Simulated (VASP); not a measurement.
Input of a VASP 6.6.1 run:

The input POSCAR:

```
TePb                                    
1.0
    0.0000000000      3.2218515824      3.2218515824
    3.2218515824      0.0000000000      3.2218515824
    3.2218515824      3.2218515824      0.0000000000
  Te              Pb            
     1     1
Direct
     0.5000000000000000    0.5000000000000000    0.5000000000000000
     0.0000000000000000    0.0000000000000000    0.0000000000000000
```

The input INCAR.step1:

```
SYSTEM = TePb
ALGO = Normal ; EDIFF = 1E-5
ENCUT = 520 ; GGA = PE
ISIF = 2 ; ISMEAR = 0
KPAR = 8 ; LASPH = .True.
LCHARG = .False. ; LREAL = .False.
LWAVE = .True. ; NELM = 80
PREC = Accurate ; SIGMA = 0.03
```

INCAR.step2

```
SYSTEM = TePb
ALGO = Normal ; EDIFF = 1E-7
ENCUT = 520 ; GGA = PE
HFSCREEN = 0.2 ; ISIF = 2
ISMEAR = 0 ; ISTART = 1
KPAR = 8 ; LASPH = .True.
LCHARG = .False. ; LHFCALC = .True.
LREAL = .False. ; LWAVE = .False.
NELM = 80 ; PREC = Accurate
PRECFOCK = Fast ; SIGMA = 0.03
```

KPOINTS

```
k-points
0
Gamma
  6 6 6
  0 0 0
```

File KPOINTS_OPT:

```
explicit points
6
Reciprocal
 0.0000000000  0.0000000000  0.0000000000 1
 0.3750000000  0.3750000000  0.7500000000 1
 0.5000000000  0.5000000000  0.5000000000 1
 0.6250000000  0.2500000000  0.6250000000 1
 0.5000000000  0.2500000000  0.7500000000 1
 0.5000000000  0.0000000000  0.5000000000 1
```

Potentials or basis: VASP PAW PBE potentials, release 64 (Te, Pb_d).

Command:

```sh
$ cat potpaw_PBE.64/Te/POTCAR potpaw_PBE.64/Pb_d/POTCAR > POTCAR
$ cp INCAR.step1 INCAR
$ mpirun -np 8 vasp_std > vasp.out
$ cp INCAR.step2 INCAR
$ mpirun -np 8 vasp_std > vasp.out
```

Question: Estimate the band gap on the k mesh.

Answer: 1.07 eV, direct.

Question: Predict the band gap along the path.

Answer: 1.07 eV, direct.

Question: Estimate the pressure.

Answer: 1.4 GPa.

Caveat: the PAW data sets were made with another functional, which shifts forces and pressure a little; spin-orbit coupling is left out, which as a rule narrows the gap of such compounds by several tenths of an eV.

**The experiment to reproduce.**

A printed reference work, monograph reports, for a bulk crystal of TePb at 4.2 K: band gap 0.19 eV (direct).

Against the measured gap of TePb, 0.19 eV (direct; 4.2 K; a printed reference work, monograph), the calculated 1.07 eV is off by +0.88 eV. Spin-orbit coupling on Pb, Te is left out. The value is that of HSE06, without temperature or zero-point motion.
